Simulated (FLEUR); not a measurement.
Input of a FLEUR MaX-R8.1 (later development tree) run:

Contents of inp.xml:

```xml
<?xml version="1.0" encoding="UTF-8" standalone="no"?>
<fleurInput fleurInputVersion="0.39">
   <comment>
      Fe                                                                                                  
   </comment>
   <calculationSetup>
      <cutoffs Kmax="4.58" Gmax="14.2" GmaxXC="14.2" numbands="0"/>
      <scfLoop itmax="60" minDistance="0.00001" maxIterBroyd="15" imix="Anderson" alpha="0.05" precondParam="0.0" spinf="2.0" sdNocoIR="T"/>
      <coreElectrons ctail="T" frcor="F" kcrel="0" coretail_lmax="0"/>
      <xcFunctional name="PBEs" relativisticCorrections="F"/>
      <magnetism jspins="2"/>
      <soc l_soc="F" theta="0.0" phi="0.0" spav="F"/>
      <expertModes spex="0" secvar="F"/>
      <geometryOptimization l_f="T" forcealpha="1.0" forcemix="BFGS" epsdisp="0.0005" epsforce="0.0002"/>
      <ldaU l_linMix="F" mixParam="0.05" spinf="1.0"/>
   </calculationSetup>
   <cell>
      <bzIntegration valenceElectrons="16.0" mode="hist" fermiSmearingEnergy="0.00183747">
         <kPointListSelection listName="default-1"/>
         <!-- k-points included here -->
         <xi:include xmlns:xi="http://www.w3.org/2001/XInclude" href="kpts.xml"> </xi:include>
      </bzIntegration>
      <!-- symmetry operations included here -->
      <xi:include xmlns:xi="http://www.w3.org/2001/XInclude" href="sym.xml"> </xi:include>
      <bulkLattice scale="1.0">
         <bravaisMatrix>
            <row-1>   -2.7268747977977998     2.7268747977977998     2.7268747977977998</row-1>
            <row-2>    2.7268747977977998    -2.7268747977977998     2.7268747977977998</row-2>
            <row-3>    2.7268747977977998     2.7268747977977998    -2.7268747977977998</row-3>
         </bravaisMatrix>
      </bulkLattice>
   </cell>
   <atomSpecies>
      <species name="Iron (Fe) 3.000" element="Fe" atomicNumber="26">
         <mtSphere radius="2.14" gridPoints="725" logIncrement="0.017"/>
         <atomicCutoffs lmax="9" lnonsphr="9"/>
         <electronConfig flipSpins="F">
            <coreConfig>(1s1/2) (2s1/2) (2p1/2) (2p3/2)</coreConfig>
            <valenceConfig>(3s1/2) (3p1/2) (3p3/2) (4s1/2) (3d3/2) (3d5/2)</valenceConfig>
            <stateOccupation state="(3d3/2)" spinUp="1.5" spinDown="0.9"/>
            <stateOccupation state="(3d5/2)" spinUp="3.0" spinDown="0.6"/>
         </electronConfig>
         <energyParameters s="4" p="4" d="3" f="4"/>
         <lo type="SCLO" l="0" n="3" eDeriv="0"/>
         <lo type="SCLO" l="1" n="3" eDeriv="0"/>
         <lo type="SCLO" l="1" n="3" eDeriv="1"/>
         <lo type="SCLO" l="2" n="3" eDeriv="2"/>
         <lo type="SCLO" l="3" n="4" eDeriv="2"/>
      </species>
   </atomSpecies>
   <atomGroups>
      <atomGroup species="Iron (Fe) 3.000">
         <relPos label="                   1">.0000000000 .0000000000 .0000000000</relPos>
         <force calculate="T" relaxXYZ="TTT"/>
      </atomGroup>
   </atomGroups>
   <output dos="F" band="F" slice="F">
      <checks vchk="F" cdinf="F"/>
      <bandDOS minEnergy="-.5*Htr" maxEnergy="0.5*Htr" sigma="0.015" storeEVData="T"/>
      <vacuumDOS vacdos="F" integ="F" star="F" nstars="0" locx1="0.0" locy1="0.0" locx2="0.0" locy2="0.0" nstm="0" tworkf="0.0"/>
      <unfoldingBand unfoldBand="F" supercellX="1" supercellY="1" supercellZ="1"/>
      <plotting iplot="0" polar="F">
         <plot TwoD="T" vec1="  1.0  0.0  0.0" vec2="  0.0  1.0  0.0" vec3="  0.0  0.0  1.0" zero="  0.0  0.0  0.0" file="plot"/>
      </plotting>
      <chargeDensitySlicing numkpt="0" minEigenval="0.0" maxEigenval="0.0" nnne="0" pallst="F"/>
      <specialOutput eonly="F"/>
      <moessbauerParams electricFieldGradient="T" isomerShift="T" coreHyperfine="T" valenceHyperfine="T"/>
      <magneticCircularDichroism mcd="F" energyLo="-10.0" energyUp="0.0"/>
   </output>
  <!-- We include the file relax.xml here to enable relaxations (see documentation) -->
  <xi:include xmlns:xi="http://www.w3.org/2001/XInclude" href="relax.xml"> <xi:fallback/> </xi:include>
</fleurInput>
```

Contents of crystal.txt:

```
Fe
&input cartesian=F /
-1.4430000000  1.4430000000  1.4430000000
1.4430000000  -1.4430000000  1.4430000000
1.4430000000  1.4430000000  -1.4430000000
1.8897261246
1.0 1.0 1.0

1
26 0.0000000000  0.0000000000  0.0000000000 : 3.000

&kpt div1=13 div2=13 div3=13 gamma=T /
```

Potentials or basis: all-electron, FLAPW.

Launch:

```bash
$ inpgen -f crystal.txt -profile fastHighL
$ # inp.xml edited to the form shown
$ fleur_MPI
```

**Question.** Estimate the band gap on the k mesh.

**Answer.** None (metal or under the smearing width).

**Question.** Predict the net moment.

**Answer.** 2.26 μB per cell.

**Question.** What does it give for the site moments?

**Answer.** Fe +2.31 μB.

Core levels (eV from the Fermi level):
| atom | levels |
| --- | --- |
| 1 Fe | 1s1/2 -6982.9, 2s1/2 -811.9, 2p1/2 -699.3, 2p3/2 -686.8 |
